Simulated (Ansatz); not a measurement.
## ZrO2 under changes of volume

One of the cells (10.990 Å³/atom); the others are scaled copies at fixed shape and fractional positions:

```
Zr O
1.0
     0.00000    2.54507    2.54507
     2.54507    0.00000    2.54507
     2.54507    2.54507    0.00000
Zr O
1 2
Cartesian
  0.0000 0.0000 0.0000
  3.8176 3.8176 3.8176
  1.2725 1.2725 1.2725
```

Measurements of this composition are mostly on another form, of space group No. 14.

| Item | Value |
| --- | --- |
| Program | Ansatz 0.2.0 |
| Functional | PBEsol |
| Potentials or basis | Ansatz PAW |
| Cutoff | 420 eV (not typed: the program's choice for these potentials) |
| k mesh | 9 × 9 × 9 |
| Occupations | fermi-dirac, width 0.05 eV |
| Spin | no spin polarisation |

| volume (Å³/atom) | energy over the lowest point (meV/atom) | pressure (GPa) | gap on the mesh (eV) |
| --- | --- | --- | --- |
| 10.331 | 19.09 | 13.1 | 3.50 |
| 10.551 | 5.44 | 6.8 | 3.45 |
| 10.770 | 0.00 | 1.2 | 3.39 |
| 10.990 | 1.81 | -3.8 | 3.34 |
| 11.210 | 10.20 | -8.3 | 3.28 |
| 11.430 | ? | ? | ? |
| 11.650 | 44.03 | -16.1 | 3.18 |

**Question.** What does the run at 11.430 Å³/atom give?

**Answer.** Energy over the lowest point 24.50 meV/atom; pressure -12.4 GPa; gap on the mesh 3.23 eV.

Worked out: A Birch-Murnaghan fit of order 3 (a polynomial in V^(-2/3)) to the other rows has its minimum at 10.82 Å³/atom with B0 = V·E''(V) = 255 GPa and B' = 4.4. It gives 24.48 meV/atom at 11.430 Å³/atom, against the run's 24.50, and -dE/dV = -12.4 GPa, against -12.4. A straight line through the other rows of the gap, of slope -2.69 eV per unit of ln V, gives 3.23 eV, against the run's 3.23.

Energies are extrapolated to zero smearing.

Caveats: odd divisions of the mesh miss points on the zone boundary, where band edges often lie, so the gap on the mesh can be too wide; the PAW data sets come from PBE, with cores solved anew for the run's functional, which leaves a small shift of forces and pressure.

A mesh can miss the band edges. Spin-orbit coupling on Zr is left out.
